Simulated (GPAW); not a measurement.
Here is a GPAW 26.7.0 calculation.

run.py

```python
from ase import Atoms
from ase.eos import EquationOfState
from ase.io import Trajectory
from ase.units import GPa
from gpaw import GPAW, PW

atoms = Atoms(['Hg', 'Se'],
              cell=[[0.0, 3.039, 3.039],
                    [3.039, 0.0, 3.039],
                    [3.039, 3.039, 0.0]],
              scaled_positions=[[0.0, 0.0, 0.0],
                                [0.75, 0.75, 0.75]],
              pbc=True)

traj = Trajectory('eos.traj', 'w')
volumes, energies = [], []
for x in [0.94, 0.96, 0.98, 1.0, 1.02, 1.04, 1.06]:
    a = atoms.copy()
    a.set_cell(atoms.cell * x**(1 / 3), scale_atoms=True)
    calc = GPAW(mode=PW(600),
                xc={'name': 'BEEF-vdW', 'backend': 'libvdwxc'},
                kpts={'size': (6, 6, 6), 'gamma': True},
                occupations={'name': 'fermi-dirac', 'width': 0.05},
                nbands=18,
                convergence={'density': 1e-05, 'energy': 1e-05},
                maxiter=150,
                txt=f'eos-{x:.2f}.txt')
    a.calc = calc
    energies.append(a.get_potential_energy(force_consistent=True))
    volumes.append(a.get_volume())
    calc.write(f'eos-{x:.2f}.gpw')
    traj.write(a)
    print(f'{x:.2f} {volumes[-1]:10.4f} A^3 {energies[-1]:14.6f} eV', flush=True)

v0, e0, B = EquationOfState(volumes, energies, eos='birchmurnaghan').fit()
print(f'V0 = {v0:.4f} A^3, E0 = {e0:.6f} eV, B0 = {B / GPa:.2f} GPa')
```

Potentials or basis: GPAW PAW data sets (gpaw-data 1.2.1), pw.

Command:

```console
$ OMP_NUM_THREADS=1 python run.py
```

(1) Estimate the bulk modulus.

(2) What does it give for the equilibrium volume?

Results:

(1) 33 GPa (rough).

(2) 32.47 Å³/atom (rough: see the caveat).

Caveat: the minimum lies outside the volumes run; the PAW data sets were made with another functional, which shifts forces and pressure a little.
